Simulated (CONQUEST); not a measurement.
**CdTe under changes of volume**

One of the cells (32.922 Å³/atom); the others are scaled copies at fixed shape and fractional positions:

```
CELL_PARAMETERS angstrom
4.53255 0.00000 0.00000
0.00000 4.53255 0.00000
0.00000 0.00000 6.41000
ATOMIC_POSITIONS crystal
Te 0.00000 0.50000 0.25000
Te 0.50000 0.00000 0.75000
Cd 0.00000 0.00000 0.00000
Cd 0.50000 0.50000 0.50000
```

```yaml
Program: CONQUEST 1.3
Functional: PBEsol
Potentials_or_basis: PseudoDojo NC PBEsol, DZP, grid of 48 × 48 × 60 points
k_mesh: 6 × 6 × 4
Occupations: fermi-dirac, width 0.05 eV
Spin: no spin polarisation
```

```csv
volume (Å³/atom),energy over the lowest point (meV/atom),pressure (GPa),gap on the mesh (eV)
30.947,61.53,6.0,1.21
31.605,?,?,?
32.263,23.33,3.4,1.06
32.922,11.58,2.3,0.99
33.580,4.09,1.4,0.92
34.239,0.29,0.5,0.85
34.897,0.00,-0.4,0.79
```

Task: What does the run at 31.605 Å³/atom give?

Result: Energy over the lowest point 39.82 meV/atom; pressure 4.6 GPa; gap on the mesh 1.13 eV.

Worked out: A Birch-Murnaghan fit of order 3 (a polynomial in V^(-2/3)) to the other rows has its minimum at 34.63 Å³/atom with B0 = V·E''(V) = 41 GPa and B' = 4.7. It gives 39.80 meV/atom at 31.605 Å³/atom, against the run's 39.82, and -dE/dV = 4.6 GPa, against 4.6. A straight line through the other rows of the gap, of slope -3.51 eV per unit of ln V, gives 1.13 eV, against the run's 1.13.

Energies are extrapolated to zero smearing.

Caveats: spin-orbit coupling is left out, which moves the levels of the heavy elements; the basis of atomic orbitals isn't converged, which shifts pressures, moduli and gaps; the real-space grid breaks the cell's symmetry a little (some runs).

A mesh can miss the band edges.
